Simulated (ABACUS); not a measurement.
# CdF2 under changes of volume

One of the cells (13.035 Å³/atom); the others are scaled copies at fixed shape and fractional positions:

```xyz
3
Lattice="0.0000 2.6940 2.6940 2.6940 0.0000 2.6940 2.6940 2.6940 0.0000" Properties=species:S:1:pos:R:3 pbc="T T T"
Cd    0.0000    0.0000    0.0000
F     4.0410    4.0410    4.0410
F     1.3470    1.3470    1.3470
```

- Program: ABACUS 3.10.1
- Functional: PBEsol
- Potentials or basis: PseudoDojo NC SR 0.4.1 PBEsol standard
- Cutoff: 1401 eV
- Density cutoff: 5606 eV
- Basis: plane waves
- k mesh: 9 × 9 × 9
- Occupations: fermi-dirac, width 0.05 eV
- Spin: no spin polarisation

```csv
volume (Å³/atom),energy over the lowest point (meV/atom),pressure (GPa),gap on the mesh (eV)
12.253,16.17,7.3,3.20
12.513,6.54,4.4,3.13
12.774,1.31,1.9,3.05
13.035,0.00,-0.4,2.98
13.295,2.17,-2.4,2.91
13.556,7.44,-4.2,2.85
13.817,?,?,?
```

**Question.** What does the run at 13.817 Å³/atom give?

**Answer.** Energy over the lowest point 15.46 meV/atom; pressure -5.7 GPa; gap on the mesh 2.78 eV.

Worked out: A Birch-Murnaghan fit of order 3 (a polynomial in V^(-2/3)) to the other rows has its minimum at 13.00 Å³/atom with B0 = V·E''(V) = 108 GPa and B' = 5.0. It gives 15.45 meV/atom at 13.817 Å³/atom, against the run's 15.46, and -dE/dV = -5.7 GPa, against -5.7. A straight line through the other rows of the gap, of slope -3.51 eV per unit of ln V, extrapolates to 2.78 eV, against the run's 2.78.

Energies are extrapolated to zero smearing.

Caveats: an odd mesh through Γ misses points on the zone boundary, where band edges often lie. Spin-orbit coupling on Cd is left out.
